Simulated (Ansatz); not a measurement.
# Which of these structures of Ga lies lowest?

Theory: DFT, PBE, all-electron LAPW, scalar-relativistic in Ansatz 0.2.0.

Each cell is taken as listed (from a database or a relaxation; residual pressures are under 0.6 GPa and forces under 0.08 eV/Å), on meshes of about 0.2 Å⁻¹ spacing; energies are extrapolated to zero smearing, with no zero-point or thermal terms. Other structures, the observed one among them, may be missing from this set and lie lower. No run is spin-polarised.

(1) Order the structures by energy per atom, lowest first, and give the differences.
A.
```cif
data_structure
_symmetry_space_group_name_H-M 'P6_3/mmc'
_symmetry_Int_Tables_number 194
_cell_length_a 3.0110
_cell_length_b 3.0110
_cell_length_c 4.8661
_cell_angle_alpha 90.000
_cell_angle_beta 90.000
_cell_angle_gamma 120.000
_cell_volume 38.21
loop_
_atom_site_label
_atom_site_type_symbol
_atom_site_symmetry_multiplicity
_atom_site_Wyckoff_symbol
_atom_site_fract_x
_atom_site_fract_y
_atom_site_fract_z
_atom_site_occupancy
Ga1 Ga 2 c 0.33333 0.66667 0.25000 1
```
(hcp type, relaxed by us; 18×18×10 mesh on the primitive cell, smearing 0.05 eV, P = 0.0 GPa)
B.
Space group Fm-3m (No. 225). a = 4.235 Å, b = 4.235 Å, c = 4.235 Å, α = 90.00°, β = 90.00°, γ = 90.00°
| atom | site | symmetry | x | y | z |
| --- | --- | --- | --- | --- | --- |
| Ga | 4a | m-3m | 0.0000 | 0.0000 | 0.0000 |
(fcc type, relaxed by us; 17×17×17 mesh on the primitive cell, smearing 0.05 eV, P = 0.0 GPa)
C.
```
Ga
1.0
     2.71731    0.00000    0.00000
     0.00000    2.71731    0.00000
     0.00000    0.00000    2.71731
Ga
1
Direct
  0.00000 0.00000 0.00000
```
(sc type, relaxed by us; 16×16×16 mesh on the primitive cell, smearing 0.08 eV, P = 0.0 GPa)

## Answers

(1) B (0 meV/atom), A (9 meV/atom), C (61 meV/atom).
